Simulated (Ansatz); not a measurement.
**Property card for Hg**

These are results of DFT PBE+D3(BJ), scalar-relativistic, plane waves, PAW in Ansatz 0.2.0, not measurements.

Plane waves to 420 eV, a k mesh through Γ of 15×15×8 on the computed 2-atom cell and Gaussian smearing (0.10 eV); no spin polarisation.

The structure is relaxed at this level of theory with its symmetry kept. This form isn't the element's structure at ambient conditions.

Symmetry: P6_3/mmc, No. 194, hexagonal system. Conventional cell: a = 3.352 Å, b = 3.352 Å, c = 5.286 Å, α = 90.00°, β = 90.00°, γ = 120.00°. Hg (site symmetry -6m2) has 12 Hg at 3.28 to 3.35 Å as nearest neighbours.

| Quantity | Value |
| --- | --- |
| Volume per atom | 25.72 Å³ |
| Kohn–Sham band gap | none (metal) |
| Density of states at the Fermi level | 0.46 states/eV per cell |
| Bulk modulus | 16.9 GPa |
| Its pressure derivative | 8.4 |
| Bader charges (e) | Hg (2 in the cell) 0.00 |

Spin-orbit coupling is left out, which matters for the bands of heavy elements.